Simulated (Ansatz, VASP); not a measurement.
**One calculation of MoS2, two programs**

```
Mo S
1.0
     1.58000    0.91221    6.15000
    -1.58000    0.91221    6.15000
     0.00000   -1.82443    6.15000
Mo S
1 2
Direct
  0.00000 0.00000 0.00000
  0.41700 0.41700 0.41700
  0.25000 0.25000 0.25000
```

Measurements of this composition are mostly on another form, of space group No. 194.

Alike in both runs: functional PBEsol; k mesh 10 × 10 × 10; occupations fermi-dirac, width 0.05 eV; no spin polarisation.

```csv
,VASP,Ansatz
version,VASP 6.6.1,Ansatz 0.2.0
potentials or method,"VASP PAW PBE potentials, release 64 (Mo_sv, S)",Ansatz PAW
plane-wave cutoff (eV),520,420
valence electrons in the cell,26,26
task,single point,band structure
```

|  | VASP | Ansatz | Ansatz less VASP |
| --- | --- | --- | --- |
| gap on the k mesh at the Fermi level (eV) | 0.92 | 0.91 | -0.017 |
| least direct gap on the mesh (eV) | 1.96 | 1.96 | -0.005 |
| pressure (GPa) | 0.3 | 0.3 | +0.01 |
| largest component of the traceless stress (GPa) | 1.97 | 1.98 | +0.016 |
| rms of the force components (eV/Å) | 0.108 | 0.108 | -0.0001 |

Atom by atom the forces differ by 0.000 eV/Å (rms over components). The functional is the same, so the differences come from potentials, cutoffs and numerics.

Caveats: the PAW data sets were made with another functional, which shifts forces and pressure a little (VASP); the PAW data sets come from PBE, with cores solved anew for the run's functional, which leaves a small shift of forces and pressure (Ansatz). A k mesh can miss the band edges. Expect the measured gap to be larger: semilocal functionals such as PBEsol lack the derivative discontinuity.
